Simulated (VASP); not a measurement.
CoO:

```xyz
2
Lattice="2.8285 0.0000 0.0000 -1.4142 2.4495 0.0000 0.0000 0.0000 2.7217" Properties=species:S:1:pos:R:3 pbc="T T T"
Co    0.0000    0.0000    1.3609
O     1.4142    0.8165    0.0000
```

The cell was built by a generator and needn't be a form met in nature.

| Item | Value |
| --- | --- |
| Program | VASP 6.6.1 |
| Task | relaxation of cell and atoms |
| Functional | PBE |
| Dispersion | TS-HI |
| Potentials or basis | VASP PAW PBE potentials, release 64 (Co, O) |
| Cutoff | 600 eV |
| k mesh | 8 × 8 × 7 |
| Occupations | fermi-dirac, width 0.05 eV |
| Spin | collinear spin, ferromagnetic start |
| Starting moments | [2.0, 0.0] μB |

At the start: pressure -5.1 GPa; volume 9.43 Å³/atom.

**Question.** Where does the relaxation end?

**Answer.** Over 4 steps the energy falls by 3.7 meV/atom and the volume is 9.18 Å³/atom (-2.6 %); space group P-6m2 (No. 187, to 0.05 Å); moment 3.00 μB per cell.

The path:
| step | energy change (eV) | largest force (eV/Å) | pressure (GPa) | volume (Å³) |
| --- | --- | --- | --- | --- |
| 1 | 0.0000 | 0.0000 | -5.06 | 18.86 |
| 2 | -0.0030 | 0.0000 | 3.70 | 18.05 |
| 3 | -0.0074 | 0.0000 | -0.53 | 18.41 |
| 4 | -0.0073 | 0.0000 | 0.07 | 18.36 |

Final structure:
```yaml
crystal:
  lattice:
    - [2.80749, 0.00000, 0.00000]
    - [-1.40375, 2.43136, 0.00000]
    - [0.00000, 0.00000, 2.69017]
  atoms:
    - { symbol: Co, position: [0.00000, 0.00000, 0.50000] }
    - { symbol: O, position: [0.66667, 0.33333, 0.00000] }
```

Caveat: a cell with one magnetic atom can't hold antiferromagnetic order, which such compounds often take; pairwise dispersion overbinds metals, which lowers pressure and volume.
